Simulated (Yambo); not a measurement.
## KCl in Yambo: convergence with bands in self energy

The system is KCl.

```
K Cl
1.0
     3.83920    0.00000    0.00000
     0.00000    3.83920    0.00000
     0.00000    0.00000    3.83920
K Cl
1 1
Direct
  0.00000 0.00000 0.00000
  0.50000 0.50000 0.50000
```

Measurements of this composition are mostly on another form, of space group No. 225.

* Program: Yambo 5.3.0
* Task: G0W0 quasiparticle levels
* Functional: PBEsol
* Potentials or basis: PseudoDojo 0.4.1 SR PBEsol standard
* Cutoff: 1007 eV
* Density cutoff: 4027 eV
* k mesh: 4 × 4 × 4
* Occupations: fixed
* Spin: no spin polarisation
* k mesh of the self-consistent run: 8 × 8 × 8
* Random integration of the Coulomb term: yes
* Direction of the field or of q to 0: x + y + z
* Broadening: 0.1 eV
* States corrected: Γ and the k points of the band edges
* Frequency dependence of W: plasmon pole
* Terminator of the band sum in the self-energy: none
* Quasiparticle equation: linearised (Newton)
* Imaginary frequency of the plasmon-pole fit: 27.2114 eV
* Bands in the response: 128
* Bands in the self-energy: 28
* Cutoff of the response matrix: 8 Ry
* Cutoff of exchange and Vxc: 74 Ry
* Bands corrected (first, last): [6, 10]

These are the settings of the first run; the series varies bands in self energy, with any setting tied to it.

| bands in self energy | quasiparticle gap at the points computed (eV) |
| --- | --- |
| 28 | 7.274 |
| 48 | 7.357 |
| 88 | 7.446 |
| 128 | 7.492 |

Against the tightest run, the quasiparticle gap at the points computed stays within 0.05 eV from 88 on. The tightest run that finished is the yardstick and may itself not be fully converged.

Caveat, for the tightest run too: this version prints the column dSc/dw multiplied by 27.2.
